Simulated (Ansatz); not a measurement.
Crystal: TiO.

```
Ti O
1.0
     3.03100    0.00000    0.00000
    -1.51550    2.62492    0.00000
     0.00000    0.00000    3.23770
Ti O
1 1
Direct
  0.66667 0.33333 0.00000
  0.00000 0.00000 0.50000
```

```yaml
Program: Ansatz 0.2.0
Task: relaxation of cell and atoms
Functional: PBEsol
Potentials_or_basis: Ansatz PAW
Cutoff: "420 eV (not typed: the program's choice for these potentials)"
k_mesh: 10 × 10 × 8
Occupations: fermi-dirac, width 0.05 eV
Spin: no spin polarisation
```

At the start: volume 12.88 Å³/atom.

**Question.** Where does the relaxation end?

**Answer.** It ends after 10 steps and the volume is 9.41 Å³/atom (-26.9 %); space group P-6m2 (No. 187, to 0.05 Å).

The path:
```csv
step,energy change (eV),largest force (eV/Å),volume (Å³)
1,0.0000,0.0000,25.76
2,-0.6780,0.0000,23.04
3,-1.1265,0.0000,20.60
4,-1.2486,0.0000,18.52
5,-1.2534,0.0000,18.93
6,-1.2538,0.0000,18.89
7,-1.2539,0.0000,18.87
8,-1.2469,0.0000,18.87
9,-1.2472,0.0000,18.82
10,-1.2470,0.0000,18.82
```

Final structure:
```
CELL_PARAMETERS angstrom
2.78921 0.00000 0.00000
-1.39460 2.41553 0.00000
0.00000 0.00000 2.79328
ATOMIC_POSITIONS crystal
Ti 0.66667 0.33333 0.00000
O 0.00000 0.00000 0.50000
```

Caveat: the volume moved by over 15 % at a fixed basis, so the end points are rough; the plane-wave basis is chosen anew once the cell has moved, so the energies of steps on either side of that aren't comparable; the pressure holds a Pulay correction of +0.7 GPa for the finite cutoff; the PAW data sets come from PBE, with cores solved anew for the run's functional, which leaves a small shift of forces and pressure.
